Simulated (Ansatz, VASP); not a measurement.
# Al2Au in VASP and in Ansatz

```
Al Au
1.0
     0.00000    3.03039    3.03039
     3.03039    0.00000    3.03039
     3.03039    3.03039    0.00000
Al Au
2 1
Direct
  0.25000 0.25000 0.25000
  0.75000 0.75000 0.75000
  0.00000 0.00000 0.00000
```

Alike in both runs: functional PBE; k mesh 12 × 12 × 12; occupations gaussian, width 0.1 eV; no spin polarisation.

Ansatz relaxed the structure, and its values are those at the end. VASP's run is a single point on that final structure, the one shown.

|  | VASP | Ansatz |
| --- | --- | --- |
| version | VASP 6.6.1 | Ansatz 0.2.0 |
| potentials or method | VASP PAW PBE potentials, release 64 (Al, Au) | scalar-relativistic, plane waves, PAW |
| plane-wave cutoff (eV) | 520 | 420 |
| valence electrons in the cell | 17 | 25 |

VASP gave:

| Item | Value |
| --- | --- |
| gap on the k mesh at the Fermi level (eV) | none |
| pressure (GPa) | -0.2 |

Estimate Ansatz's values.

gap on the k mesh at the Fermi level (eV): none; pressure (GPa): 0.0.

A gap of «none» marks a metal or a gap that the smearing closes. The functional is the same, so the differences come from potentials, cutoffs and numerics. The two sets of potentials don't hold the same shells in valence.

The runs have no spin-orbit coupling, so splittings on Au are missing.
